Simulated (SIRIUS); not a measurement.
The system is Pd.

```
CELL_PARAMETERS angstrom
0.00000 1.94650 1.94650
1.94650 0.00000 1.94650
1.94650 1.94650 0.00000
ATOMIC_POSITIONS crystal
Pd 0.00000 0.00000 0.00000
```

| Property | Result |
| --- | --- |
| Program | SIRIUS 7.10.0 |
| Task | relaxation of cell and atoms |
| Functional | PBEsol |
| Dispersion | D3(BJ) |
| Potentials or basis | PseudoDojo 0.4.1 PBE standard (scalar relativistic) |
| Cutoff | 1127 eV |
| Density cutoff | 4507 eV |
| k mesh | 8 × 8 × 8 |
| Occupations | fermi-dirac, width 0.05 eV |
| Spin | no spin polarisation |

At the start: pressure -8.6 GPa; volume 14.75 Å³/atom.

Problem. Where does the relaxation end?

Solution. Over 3 steps the energy falls by 17.0 meV/atom and the volume is 14.13 Å³/atom (-4.2 %); space group Fm-3m (No. 225, to 0.05 Å).

The path:
| step | energy change (eV) | largest force (eV/Å) | pressure (GPa) | volume (Å³) |
| --- | --- | --- | --- | --- |
| 1 | 0.0000 | 0.0000 | -8.59 | 14.75 |
| 2 | -0.0164 | 0.0000 | -1.86 | 14.26 |
| 3 | -0.0170 | 0.0000 | 0.14 | 14.13 |

Final structure:
```
Pd
1.0
     0.00000    1.91889    1.91889
     1.91889    0.00000    1.91889
     1.91889    1.91889    0.00000
Pd
1
Direct
  0.00000 0.00000 0.00000
```

Caveat: this set's palladium file may shift the pressure by some GPa; the potentials were made for another functional, which shifts forces and pressure; pairwise dispersion overbinds metals, which lowers pressure and volume.
